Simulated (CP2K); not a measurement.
Runs of CP2K 2026.2 on CuO (Tenorite). Symmetry: C2/c, No. 15, monoclinic system. The conventional cell has a = 4.684 Å, b = 3.423 Å, c = 5.129 Å, α = 90.00°, β = 99.54°, γ = 90.00°. Cu (site symmetry -1) is surrounded by 4 O at 1.95 to 1.96 Å. Around O (site symmetry 2) lie 4 Cu at 1.95 to 1.96 Å. 

```csv
task,level,potentials or basis,smearing,EPS_DEFAULT,NGRIDS,points a segment of the path (NPOINTS),bands added on the path,MPI ranks,gap on the mesh (eV),pressure (GPa),largest force (eV/Å)
band structure,r2SCAN,"POTENTIAL_UZH Cu GTH-SCAN-q11, O GTH-SCAN-q6; TZVP-MOLOPT-SCAN-GTH basis",fermi-dirac 0.0259 eV,1.0E-10,5,10,4,4,none,1.0,0.30
band structure,PBEsol,"POTENTIAL_UZH Cu GTH-PBE-q11, O GTH-PBE-q6; TZVP-MOLOPT-PBE-GTH basis",fermi-dirac 0.01 eV,1.0E-10,4,6,6,-,none,(c),0.35
band structure,TB-mBJ,"POTENTIAL_UZH Cu GTH-PBE-q11, O GTH-PBE-q6; TZVP-MOLOPT-PBE-GTH basis",fermi-dirac 0.1 eV,1.0E-10,5,6,2,-,none,-,-
band structure,LDA,"GTH_POTENTIALS Cu GTH-PADE-q11, O GTH-PADE-q6; TZVP-MOLOPT-PBE-GTH basis",fermi-dirac 0.05 eV,1.0E-9,5,10,6,4,none,-6.1,0.36
single point,PBEsol,"POTENTIAL_UZH Cu GTH-PBE-q11, O GTH-PBE-q6; TZVP-MOLOPT-PBE-GTH basis",fermi-dirac 0.05 eV,1.0E-10,4,-,-,4,none,(b),0.36
band structure,PBE,"POTENTIAL_UZH Cu GTH-PBE-q11, O GTH-PBE-q6; TZVP-MOLOPT-PBE-GTH basis",fermi-dirac 0.05 eV,1.0E-10,4,10,6,-,none,8.9,0.25
band structure,PBEsol,"POTENTIAL_UZH Cu GTH-PBE-q11, O GTH-PBE-q6; TZVP-MOLOPT-PBE-GTH basis",fermi-dirac 0.1 eV,1.0E-9,4,8,4,4,none,(a),0.35
```

Alike in all rows: no spin polarisation; cell as given; k mesh 10 × 10 × 5.

Problem. Fill in the values left out.

Solution. (a) 1.3; (b) 1.2; (c) 1.1.

Caveats: the basis of atomic orbitals isn't converged, which shifts pressures, moduli and gaps; the run has no spin polarisation, though such a crystal can be magnetic; semilocal functionals often make such compounds metallic where correlation or magnetic order opens a gap, which also shifts bond lengths; the potentials were made for another functional, which shifts forces and pressure (some runs); this is a model potential without an energy functional, so only levels have meaning (some runs).

A k mesh can miss the band edges.

A gap of «none» marks a metal or a gap under the smearing width.

Not every run made on this cell is shown here.
